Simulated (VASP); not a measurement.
# InPd (Pm-3m) in VASP: single point with PBE

Aim: the single point of InPd with PBE.

Program: VASP 6.6.1. These are calculated values, not measurements. Logs are shortened: lines on timing, memory, paths and dates and some standing lists are left out, and cuts for length are marked.

## (1) The structure

Symmetry: Pm-3m, No. 221, cubic system. The conventional cell has a = 3.305 Å, b = 3.305 Å, c = 3.305 Å, α = 90.00°, β = 90.00°, γ = 90.00°. In (site symmetry m-3m) is surrounded by 8 Pd at 2.86 Å. Around Pd (site symmetry m-3m) lie 8 In at 2.86 Å.

The cell comes from a database or a generator and needn't be the stable form of this composition.

## (2) Single point, PBE

File INCAR:

```
ALGO = Normal
EDIFF = 1E-7
ENCUT = 520
GGA = PE
ICORELEVEL = 1
ISIF = 2
ISMEAR = 1
LASPH = T
LCHARG = F
LREAL = F
LWAVE = F
NBANDS = 18
NELM = 80
PREC = Accurate
SIGMA = 0.1
```

File KPOINTS:

```
k-points
0
Gamma
  9 9 28
```

File POSCAR:

```
InPd
1.0
    4.6745457500      0.0000000000      0.0000000000
   -2.3372728800      4.0482753700      0.0000000000
    2.3372728800      1.3494251200      1.9083753100
In Pd
1 1
Direct
    0.0000000000      0.0000000000      0.0000000000
    0.0000000000      0.5000000000      0.5000000000
```

Potentials or basis: VASP PAW PBE potentials, release 64 (In_d, Pd).

The run is started by

```bash
$ cat potpaw_PBE.64/In_d/POTCAR potpaw_PBE.64/Pd/POTCAR > POTCAR
$ mpirun -np 1 vasp_std > vasp.out
```

OUTCAR:

```text
EDIFF = 1E-7
   ENCUT = 520
   GGA = PE
   ISIF = 2
   ISMEAR = 1
   LASPH = T
   LREAL = F
   NELM = 80
   PREC = Accurate

 ion  position               nearest neighbor table
   1  0.000  0.000  0.000-   2 2.86   2 2.86   2 2.86   2 2.86   2 2.86   2 2.86   2 2.86
   2  0.000  0.500  0.500-   1 2.86   1 2.86   1 2.86   1 2.86   1 2.86   1 2.86   1 2.86

  LATTYP: Found a simple cubic cell.
 ALAT       =     3.3054030005

  Lattice vectors:

 A1 = (  -0.0000000100,   2.6988502500,  -1.9083753100)
 A2 = (  -2.3372728700,   1.3494251200,   1.9083753100)
 A3 = (   2.3372728800,   1.3494251200,   1.9083753100)

Analysis of symmetry for initial positions (statically):
=====================================================================
 Subroutine PRICEL returns:
 Original cell was already a primitive cell.

 Routine SETGRP: Setting up the symmetry group for a
 simple cubic supercell.

 Subroutine GETGRP returns: Found 48 space group operations
 (whereof 48 operations were pure point group operations)
 out of a pool of 48 trial point group operations.

The static configuration has the point symmetry O_h .

Analysis of symmetry for dynamics (positions and initial velocities):
=====================================================================
 Subroutine PRICEL returns:
 Original cell was already a primitive cell.

 Routine SETGRP: Setting up the symmetry group for a
 simple cubic supercell.

 Subroutine GETGRP returns: Found 48 space group operations
 (whereof 48 operations were pure point group operations)
 out of a pool of 48 trial point group operations.

The dynamic configuration has the point symmetry O_h .

 Subroutine INISYM returns: Found 48 space group operations
 (whereof 48 operations are pure point group operations),
 and found     1 'primitive' translations

----------------------------------------------------------------------------------------

                                     Primitive cell

  volume of cell :      36.1138

  direct lattice vectors                    reciprocal lattice vectors
     4.674545750  0.000000000  0.000000000     0.213924529  0.123509385 -0.349337294
    -2.337272880  4.048275370  0.000000000     0.000000000  0.247018769 -0.174668647
     2.337272880  1.349425120  1.908375310     0.000000000  0.000000000  0.524005941

  length of vectors
     4.674545750  4.674545752  3.305403000     0.427849060  0.302534971  0.524005941

  position of ions in fractional coordinates (direct lattice)
     0.000000000  0.000000000  0.000000000
     0.000000000  0.500000000  0.500000000

  ion indices of the primitive-cell ions
   primitive index   ion index
                 1           1
                 2           2

----------------------------------------------------------------------------------------

 KPOINTS: k-points

Automatic generation of k-mesh.
 Grid dimensions read from file:
 generate k-points for:    9    9   28

 Generating k-lattice:

  Cartesian coordinates                     Fractional coordinates (reciprocal lattice)
     0.023769392  0.013723265 -0.038815255     0.111111111  0.000000000 -0.000000000
     0.000000000  0.027446530 -0.019407627     0.000000000  0.111111111  0.000000000
     0.000000000  0.000000000  0.018714498     0.000000000  0.000000000  0.035714286

  Length of vectors
     0.047538784  0.033614997  0.018714498

  Shift w.r.t. Gamma in fractional coordinates (k-lattice)
     0.000000000  0.000000000  0.000000000

 -----------------------------------------------------------------------------
|                                                                             |
|           W    W    AA    RRRRR   N    N  II  N    N   GGGG   !!!           |
|           W    W   A  A   R    R  NN   N  II  NN   N  G    G  !!!           |
|           W    W  A    A  R    R  N N  N  II  N N  N  G       !!!           |
|           W WW W  AAAAAA  RRRRR   N  N N  II  N  N N  G  GGG   !            |
|           WW  WW  A    A  R   R   N   NN  II  N   NN  G    G                |
|           W    W  A    A  R    R  N    N  II  N    N   GGGG   !!!           |
|                                                                             |
|     Your reciprocal lattice and k-lattice belong to different lattice       |
|     classes:                                                                |
|                                                                             |
|        The reciprocal lattice is simple cubic,                              |
|        whereas your k-lattice is base-centered monoclinic.                  |
|                                                                             |
|     Results are often still useful ...                                      |
|                                                                             |
 -----------------------------------------------------------------------------

 WARNING: IBZKPT: internal override: KBLOWUP is changed to .FALSE.
      ... skipping the blow-up phase ...

 Subroutine IBZKPT returns following result:
 ===========================================

 Found    615 irreducible k-points:

 Following reciprocal coordinates:
            Coordinates               Weight
  0.000000  0.000000  0.000000      1.000000
  0.111111  0.000000  0.000000      4.000000
  0.222222  0.000000 -0.000000      4.000000
  0.333333  0.000000  0.000000      4.000000
  0.444444  0.000000 -0.000000      4.000000
  0.000000  0.111111  0.000000      4.000000
[... 16 lines left out ...]
 -0.222222  0.000000  0.035714      2.000000
 -0.111111  0.000000  0.035714      2.000000
 [... further k-points ...]
   k-points           NKPTS =    615   k-points in BZ     NKDIM =    615   number of bands    NBANDS=     18
   number of dos      NEDOS =    301   number of ions     NIONS =      2
   total plane-waves  NPLWV =  36288
   dimension x,y,z NGX =    36 NGY =   36 NGZ =   28
   dimension x,y,z NGXF=    72 NGYF=   72 NGZF=   56
   ions per type =               1   1
   NGX,Y,Z   is equivalent  to a cutoff of  12.80, 12.80, 14.08 a.u.
   NGXF,Y,Z  is equivalent  to a cutoff of  25.61, 25.61, 28.17 a.u.
 SYSTEM =  unknown system
   PREC   = accura    normal or accurate (medium, high low for compatibility)
   ISTART =      0    job   : 0-new  1-cont  2-samecut
   ICHARG =      2    charge: 1-file 2-atom 10-const
   ISPIN  =      1    spin polarized calculation?
   LNONCOLLINEAR =      F non collinear calculations
   LSORBIT =      F    spin-orbit coupling
   LASPH  =      T    aspherical Exc in radial PAW
   ENCUT  =  520.0 eV  38.22 Ry    6.18 a.u.   8.69  8.69  6.15*2*pi/ulx,y,z
   NELM   =     80;   NELMIN=  2; NELMDL= -5     # of ELM steps
   EDIFF  = 0.1E-06   stopping-criterion for ELM
   LREAL  =      F    real-space projection
   EDIFFG = 0.1E-05   stopping-criterion for IOM
   NSW    =      0    number of steps for IOM
   IBRION =     -1    ionic relax: 0-MD 1-quasi-New 2-CG
   NFREE  =      0    steps in history (QN), initial steepest desc. (CG)
   ISIF   =      2    stress and relaxation
   ISYM   =      2    0-nonsym 1-usesym 2-fastsym
   POTIM  = 0.5000    time-step for ionic-motion
   TEBEG  =    0.0;   TEEND  =   0.0 temperature during run
   PSTRESS=    0.0 pullay stress
   NELECT =      23.0000    total number of electrons
   NUPDOWN=      -1.0000    fix difference up-down
   EMIN   =  10.00;   EMAX   =-10.00  energy-range for DOS
   EFERMI =   0.00;   METHOD = LEGACY
   ISMEAR =     1;   SIGMA  =   0.10  broadening in eV -4-tet -1-fermi 0-gaus
   EFERMI_NEDOS =   21; number of points for ismear=-14 and -15
   IALGO  =     38    algorithm
   IMIX   =      4    mixing-type and parameters
     AMIX     =   0.40;   BMIX     =  1.00
     AMIX_MAG =   1.60;   BMIX_MAG =  1.00
  volume/ion in A,a.u.               =      18.06       121.85
  Fermi-wavevector in a.u.,A,eV,Ry     =   1.408509  2.661696 26.992574  1.983898
  Thomas-Fermi vector in A             =   2.530660
   LORBIT       =      0    0 simple, 1 ext, 2 COOP (PROOUT), +10 PAW based schemes
   GGA     = PE    functional components
   LHFCALC =     F    Hartree Fock is set to
   AEXX    =    0.0000 exact exchange contribution
   IVDW    =     0    specifies the selected vdW correction
   LEPSILON=     F    determine dielectric tensor
   LRPA    =     F    only Hartree local field effects (RPA)
 non-spin polarized calculation
 Methfessel and Paxton  Order N= 1 SIGMA  =   0.10
  energy-cutoff  :      520.00
  volume of cell :       36.11
 maximum number of plane-waves:       988
   NGX = 17   NGY = 17   NGZ = 13

 number of electron      23.0000001 magnetization

 Free energy of the ion-electron system (eV)
  ---------------------------------------------------
  ext. energy  EPLUGINS =         0.00000000
  ---------------------------------------------------
  free energy    TOTEN  =        -8.74422370 eV

  energy without entropy =       -8.74423510  energy(sigma->0) =       -8.74422750

 the core state eigenenergies are
   1-  1s -27733.7170  2s  -4140.2261  2p  -3714.2070  3s   -774.1879  3p   -634.7423
       3d   -418.4097  4s   -105.5238  4p    -64.0024
   2-  1s -24150.4832  2s  -3516.8152  2p  -3151.5688  3s   -625.2838  3p   -505.2807
       3d   -314.8184  4s    -74.4349  4p    -40.1874

 E-fermi :  10.0682     XC(G=0): -12.0581

 val. band max:       10.0672295896   @ k =   0.4444   0.2222   0.3571
 cond. band min:      10.0769894994   @ k =  -0.2222   0.0000   0.2500
 fundamental gap:      0.0097599097
 Fermi energy:        10.0681756039

 k-point     1 :       0.0000    0.0000    0.0000
  band No.  band energies     occupation
      1      -4.8581      2.00000
      2      -4.8581      2.00000
      3      -4.4847      2.00000
      4      -4.4847      2.00000
      5      -4.4847      2.00000
      6       0.2133      2.00000
[... 10 lines left out ...]
     17      20.3987      0.00000
     18      25.9676      0.00000

 k-point     2 :       0.1111    0.0000    0.0000
  band No.  band energies     occupation
      1      -4.8312      2.00000
      2      -4.7977      2.00000
      3      -4.5101      2.00000
      4      -4.4993      2.00000
      5      -4.4885      2.00000
      6       0.5936      2.00000
[... 10 lines left out ...]
     17      21.5741      0.00000
     18      24.6597      0.00000

 k-point     3 :       0.2222    0.0000   -0.0000
  band No.  band energies     occupation
      1      -4.7707      2.00000
      2      -4.6392      2.00000
      3      -4.5907      2.00000
      4      -4.5364      2.00000
      5      -4.5112      2.00000
      6       1.6911      2.00000
[... 10 lines left out ...]
     17      23.7587      0.00000
     18      24.5791      0.00000

 k-point     4 :       0.3333    0.0000    0.0000
  band No.  band energies     occupation
      1      -4.7174      2.00000
      2      -4.7050      2.00000
      3      -4.5791      2.00000
      4      -4.5599      2.00000
      5      -4.4483      2.00000
      6       3.1983      2.00000
[... 10 lines left out ...]
     17      22.3469      0.00000
     18      23.2678      0.00000

 k-point     5 :       0.4444    0.0000   -0.0000
  band No.  band energies     occupation
      1      -4.7956      2.00000
      2      -4.6868      2.00000
      3      -4.6072      2.00000
      4      -4.6042      2.00000
      5      -4.3169      2.00000
      6       3.9930      2.00000
[... 10 lines left out ...]
     17      21.3970      0.00000
     18      23.3453      0.00000

 k-point     6 :       0.0000    0.1111    0.0000
  band No.  band energies     occupation
      1      -4.8522      2.00000
      2      -4.8202      2.00000
      3      -4.4964      2.00000
      4      -4.4964      2.00000
      5      -4.4815      2.00000
      6       0.4043      2.00000
[... 307 lines left out ...]
 k-point    21 :      -0.4444    0.0000    0.0357
  band No.  band energies     occupation
      1      -4.8058      2.00000
      2      -4.6791      2.00000
      3      -4.6121      2.00000
      4      -4.6118      2.00000
      5      -4.3007      2.00000
      6       4.0465      2.00000
[... 10 lines left out ...]
     17      21.1971      0.00000
     18      23.4668      0.00000

 k-point    22 :      -0.3333    0.0000    0.0357
  band No.  band energies     occupation
      1      -4.7422      2.00000
      2      -4.6977      2.00000
      3      -4.5921      2.00000
      4      -4.5788      2.00000
      5      -4.3950      2.00000
      6       3.6055      2.00000
[... 10 lines left out ...]
     17      21.8424      0.00000
     18      22.8887      0.00000

 k-point    23 :      -0.2222    0.0000    0.0357
  band No.  band energies     occupation
      1      -4.7465      2.00000
      2      -4.6264      2.00000
      3      -4.5770      2.00000
      4      -4.5518      2.00000
      5      -4.5271      2.00000
      6       2.1789      2.00000
[... 10 lines left out ...]
     17      23.2569      0.00000
     18      24.1647      0.00000

 k-point    24 :      -0.1111    0.0000    0.0357
  band No.  band energies     occupation
      1      -4.8094      2.00000
      2      -4.7546      2.00000
      3      -4.5298      2.00000
      4      -4.5108      2.00000
      5      -4.4947      2.00000
      6       0.8925      2.00000
[... 10 lines left out ...]
     17      22.5149      0.00000
     18      23.6098      0.00000

 [... further k-points ...]
[... 5 lines left out ...]
  --------------------------------------------------------------------------------------
  -------------------------------------------------------------------------------------
  Total        0.0218438      0.0218438      0.0218438     -0.0000000     -0.0000000      0.0000000
  in kB        0.9690944      0.9690944      0.9690944     -0.0000000     -0.0000000      0.0000000
  external PRESSURE =       0.9690944 kB  Pullay stress =       0.0000000 kB

 VOLUME and BASIS-vectors are now :
 -----------------------------------------------------------------------------
  energy-cutoff  :      520.00
  volume of cell :       36.11
      direct lattice vectors                 reciprocal lattice vectors
     4.674545750  0.000000000  0.000000000     0.213924529  0.123509385 -0.349337294
    -2.337272880  4.048275370  0.000000000     0.000000000  0.247018769 -0.174668647
     2.337272880  1.349425120  1.908375310     0.000000000  0.000000000  0.524005941

 POSITION                                       TOTAL-FORCE (eV/Angst)
 -----------------------------------------------------------------------------------
      0.00000      0.00000      0.00000         0.000000     -0.000000      0.000000
      0.00000      2.69885      0.95419        -0.000000      0.000000      0.000000
 -----------------------------------------------------------------------------------
    total drift:                                0.000000      0.000000     -0.000000

  FREE ENERGIE OF THE ION-ELECTRON SYSTEM (eV)
  ---------------------------------------------------
  free  energy   TOTEN  =        -8.7442236963 eV

  energy  without entropy=       -8.7442351004  energy(sigma->0) =       -8.74422750
```

It took 5 min on 1 thread of Intel Xeon Platinum 8488C (Sapphire Rapids), shared host; peak memory 0.52 GiB.

Results:

| Property | Result |
| --- | --- |
| Free energy | -8.7442 eV |
| Pressure | 0.1 GPa |
| Band gap on the k mesh | none (metal or under the smearing width) |

Levels at points of the mesh, in eV from the Fermi level:
| k point | band 9 | band 10 | band 11 | band 12 | band 13 | band 14 |
| --- | --- | --- | --- | --- | --- | --- |
| (0.00, 0.00, 0.00) | -2.25 | -2.25 | -2.25 | 4.13 | 4.13 | 4.13 |
| (0.00, 0.00, 0.50) | -1.66 | -1.66 | -0.24 | 3.71 | 3.71 | 3.71 |

Core levels (eV, on the scale of the bands):
```tsv
atom	levels
1 In	1s -27733.7, 2s -4140.2, 2p -3714.2, 3s -774.2, 3p -634.7, 3d -418.4, 4s -105.5, 4p -64.0
2 Pd	1s -24150.5, 2s -3516.8, 2p -3151.6, 3s -625.3, 3p -505.3, 3d -314.8, 4s -74.4, 4p -40.2
```
